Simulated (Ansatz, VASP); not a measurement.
**One calculation of MgO, two programs**

The input INCAR:

```
  PREC = Accurate
  ENCUT = 520
  EDIFF = 1E-6
  ISMEAR = 0
  SIGMA = 0.05
  LREAL = F
  LASPH = T
  NELM = 100
  ALGO = Normal
  ISIF = 2
  LWAVE = F
  LCHARG = F
  GGA = PS
  NBANDS = 16
```

KPOINTS

```
Automatic mesh
0
Gamma
  9 9 6
```

File POSCAR:

```
MgO
1.0
    3.5530000000      0.0000000000      0.0000000000
   -1.7765000000      3.0769882596      0.0000000000
    0.0000000000      0.0000000000      4.1947132285
Mg O
2 2
Direct
    0.6666666667      0.3333333333      0.7500000000
    0.3333333333      0.6666666667      0.2500000000
    0.6666666667      0.3333333333      0.2500000000
    0.3333333333      0.6666666667      0.7500000000
```

Input for Ansatz:

```yaml
crystal:
  lattice:
    - [3.553, 0.0, 0.0]
    - [-1.7765, 3.0769882596, 0.0]
    - [0.0, 0.0, 4.1947132285]
  atoms:
    - { symbol: Mg, position: [0.6666666667, 0.3333333333, 0.75] }
    - { symbol: Mg, position: [0.3333333333, 0.6666666667, 0.25] }
    - { symbol: O, position: [0.6666666667, 0.3333333333, 0.25] }
    - { symbol: O, position: [0.3333333333, 0.6666666667, 0.75] }
basis:
  ecutwfc: 520.0
kpoints:
  mp_grid: { grid: [9, 9, 6] }
hamiltonian:
  xc: pbesol
  pseudopotentials: { kind: paw, azcp: { folder: soft_1 } }
scf:
  occupations: { method: gaussian, width: 0.05 }
output:
  forces: true
  stress: true
  eigenvalues: true
```

Alike in both runs: task single point; functional PBEsol; k mesh 9 × 9 × 6; occupations gaussian, width 0.05 eV; no spin polarisation.

|  | VASP | Ansatz |
| --- | --- | --- |
| version | VASP 6.6.1 | Ansatz 0.2.0 |
| potentials or method | VASP PAW PBE potentials, release 64 (Mg, O) | scalar-relativistic, plane waves, PAW |
| plane-wave cutoff (eV) | 520 | 520 |
| valence electrons in the cell | 16 | 32 |

VASP gave:

```
gap on the k mesh at the Fermi level (eV)       : 3.13
least direct gap on the mesh (eV)               : 3.13
pressure (GPa)                                  : -4.3
largest component of the traceless stress (GPa) : 1.41
```

**Question.** Which values does Ansatz return?

**Answer.** gap on the k mesh at the Fermi level (eV): 3.14; least direct gap on the mesh (eV): 3.14; pressure (GPa): -3.9; largest component of the traceless stress (GPa): 1.47.

With one functional, cell and mesh, what is left measures potentials, basis and numerics. The two sets of potentials don't hold the same shells in valence. Ansatz warned: «pseudo_functional_mismatch».

Caveats: the PAW data sets were made with another functional, which shifts forces and pressure a little (VASP). PBEsol gaps usually lie below the measured ones, often by a third to a half.
